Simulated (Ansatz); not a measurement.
CuI under compression and expansion

```
Cu I
1.0
     3.73317   -3.71109    0.00000
     3.73317    3.71109    0.00000
     0.00000    0.00000    4.30700
Cu I
2 2
Direct
  0.42044 0.57956 0.75000
  0.57956 0.42044 0.25000
  0.77004 0.22996 0.75000
  0.22996 0.77004 0.25000
```

Structure from Materials Project entry mp-1007922 (possibly hypothetical), not relaxed further.

No spin–orbit coupling, which matters for the heavy atoms here.

Levels of theory: DFT, LDA, all-electron LAPW, scalar-relativistic (Ansatz 0.2.0); DFT, LDA, PAW with Ansatz's default frozen-core files, scalar-relativistic (Ansatz 0.2.0).

For LAPW: a Γ-centred 5×5×6 k mesh, Fermi–Dirac smearing of 0.02 eV, basis error target 0.5 meV/atom, no spin polarisation. PAW takes a cutoff of 420 eV at this cell (files made with PBE, cores remade for this functional). The Ansatz runs share mesh, smearing and spin set-up. Plane-wave (PAW) pressures include the program's estimate of the Pulay term.

The cell above is scaled evenly, with fractional coordinates and shape held.

```csv
V/V(cell),V (Å³/atom),"P, LAPW (GPa)","P, PAW (GPa)","gap on the k mesh, LAPW (eV)","free energy over the lowest listed, PAW (meV/atom)"
0.9400,28.045,-0.55,-0.55,0.92,0.0
0.9800,29.238,-2.32,-2.32,0.88,11.0
1.0000,29.835,-3.04,-3.04,0.86,21.0
1.0100,30.133,-3.37,-3.37,0.85,27.0
1.0400,31.028,-4.23,-4.23,0.82,48.3
```
